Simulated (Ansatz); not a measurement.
A single-point run of Ansatz (plane waves, PAW) on CdSe (F-43m) from a database structure, with the lines that name the functional removed. Cell and atoms come from a relaxation with r2SCAN.

```
Cd Se
1.0
     0.00000    3.06780    3.06780
     3.06780    0.00000    3.06780
     3.06780    3.06780    0.00000
Cd Se
1 1
Direct
  0.00000 0.00000 0.00000
  0.75000 0.75000 0.75000
```

```
scf.n_extra_bands = 4 over 18 filled bands (N_el = 36.0): the run solves 22 bands
Crystal: 2 atoms, lattice volume = 57.745 Å³
Basis set: ecut = 420 eV, 1139 PW (Γ)
Symmetry: 24 space group operations
Space group: F-43m (ITA 216)
k-points: 16 of 216 (time reversal used)
hybrid outer 1: dexx = +1.016e-2 eV, tail = 6.34e-5 eV
hybrid outer 2: dexx = +4.345e-7 eV, tail = 3.00e-8 eV, Δε = 2.64e-3 eV
hybrid SCF converged: 2 outer / 11 inner (+3 warm-up)
Free energy (F): -13730.135851 eV
Fermi energy:    6.531096 eV
--- Stress (GPa, compression-positive) ---
        0.211603       0.000000       0.000000
        0.000000       0.211603       0.000000
        0.000000       0.000000       0.211603
  P = ⅓ Tr σ = 0.2116 GPa (2.116 kbar)
--- Band table (eV; the first three rows and the last of 16) ---
  k-point 0: bands = […, -2.5711, -2.2208, -2.2208, 6.5311, 6.5311, 6.5311, 8.0144, 13.4998, 13.4998, 13.4998]
  k-point 1: bands = […, -2.4732, -2.2216, -2.2216, 4.8709, 6.3192, 6.3192, 9.2820, 13.2236, 13.8350, 13.8350]
  k-point 2: bands = […, -2.2130, -2.2130, -2.1626, 2.9130, 5.9408, 5.9408, 9.8767, 14.0683, 14.0683, 14.0841]
  k-point 15: bands = […, -2.2811, -2.1964, -1.7323, 2.4152, 4.3260, 4.3868, 11.7707, 12.1871, 15.1637, 15.5622]
```

The file bands.tsv (bands near the Fermi energy, numbered from 0, rounded):
```tsv
# k_distance	band_13	band_14	band_15	band_16	band_17	band_18	band_19	band_20	band_21
# fermi_ev = 6.531096
# [0, 0, 0] at k_distance = 0.000000
# [-0.5, -0.5, 0] at k_distance = 1.024053
# [-0.375, -0.375, 0.25] at k_distance = 1.386111
# [-0.375, 0, 0.375] at k_distance = 2.013213
# [0, 0, 0.5] at k_distance = 2.640315
# [-0.5, -0.25, 0.25] at k_distance = 3.364430
# levels_relative_to = fermi_ev
0.000	-8.752	-8.752	0.000	0.000	0.000	1.483	6.969	6.969	6.969
1.024	-8.701	-8.348	-4.220	-1.889	-1.889	3.991	4.713	10.163	11.425
1.386	-8.727	-8.274	-4.118	-2.582	-1.546	4.627	6.149	9.234	9.709
2.013	-8.727	-8.274	-4.118	-2.582	-1.546	4.627	6.149	9.234	9.709
2.640	-8.733	-8.434	-4.514	-0.763	-0.763	3.335	7.457	7.457	8.400
3.364	-8.746	-8.237	-4.075	-2.311	-2.223	6.085	6.110	7.516	8.528
```
In order the rows are Γ, X, U, K, L, W.

Task: Which level of theory was used?
A. HSE06
B. r2SCAN0
C. Hartree-Fock
D. LC-ωPBE

Result: A. HSE06. The exchange loop shows exact exchange. With HSE06 the gap is 1.48 eV and direct, at Γ. The stress of a hybrid is loosely converged here. Within one family of functionals the choice rests on the size of the gap and stress, not on a line of the log.

Wall time 86 s on 1 × NVIDIA H100 80GB HBM3 with 2 threads of AMD EPYC 7R13 Processor (Zen 3), with other jobs on the host, load about 1.9 per core; peak host memory 2.7 GiB.

(Simulation; spin polarisation is off.)

Spin-orbit coupling is left out.

The meshes of the hybrids are coarse, so their gaps aren't converged to the digits shown.
